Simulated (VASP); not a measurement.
Wanted: the native input for a VASP 6.6.1 run.

```
Task                   : relaxation of cell and atoms
Functional             : PBE
Potentials or basis    : VASP PAW PBE potentials, release 64 (Ga_d, N)
Cutoff                 : 600 eV
k mesh                 : 12 × 12 × 5
Occupations            : gaussian, width 0.03 eV
Spin                   : no spin polarisation
Further INCAR settings : ALGO = Normal; EDIFF = 1e-07; IBRION = 2; EDIFFG = -0.005; NSW = 90; ISIF = 3
```

The structure of GaN lies in POSCAR:

```
GaN                                     
1.0
    3.2171485523      0.0000000000      0.0000000000
   -1.6085742761      2.7861323740     -0.0000000000
   -0.0000000000     -0.0000000000      5.2434746824
  Ga              N             
     2     2
Direct
     0.3333333332999970    0.6666666667000030    0.9992400812562294
     0.6666666667000030    0.3333333332999970    0.4992400812562295
     0.3333333332999970    0.6666666667000030    0.3757599187437705
     0.6666666667000030    0.3333333332999970    0.8757599187437706
```

The input as run:

INCAR

```
SYSTEM = GaN
PREC = Accurate
ENCUT = 600
EDIFF = 1E-7
ISMEAR = 0
SIGMA = 0.03
LREAL = .False.
LASPH = .True.
NELM = 80
ALGO = Normal
ISIF = 3
LWAVE = .False.
LCHARG = .False.
GGA = PE
IBRION = 2
NSW = 90
EDIFFG = -0.005
```

KPOINTS

```
regular mesh
0
Gamma
  12 12 5
  0 0 0
```

Potentials or basis: VASP PAW PBE potentials, release 64 (Ga_d, N).

Command:

```bash
$ cat potpaw_PBE.64/Ga_d/POTCAR potpaw_PBE.64/N/POTCAR > POTCAR
$ mpirun -np 1 vasp_std > vasp.out
```

It gave:

```
Relaxed volume                         : 11.76 Å³/atom
Relaxed cell                           : a = 3.218 Å, b = 3.218 Å, c = 5.244 Å, α = 90.00°, β = 90.00°, γ = 120.00°
Space group after relaxing (to 0.05 Å) : P6_3mc (No. 186)
Energy gained by relaxing              : 0.0 meV/atom
Ionic steps                            : 3
Pressure after relaxing                : 0.0 GPa
Band gap on the k mesh                 : 1.72 eV, direct
```

Wall time 71 s on 1 thread of Intel(R) Xeon(R) 6975P-C (Granite Rapids), with other jobs on the host, peak memory 0.22 GiB.
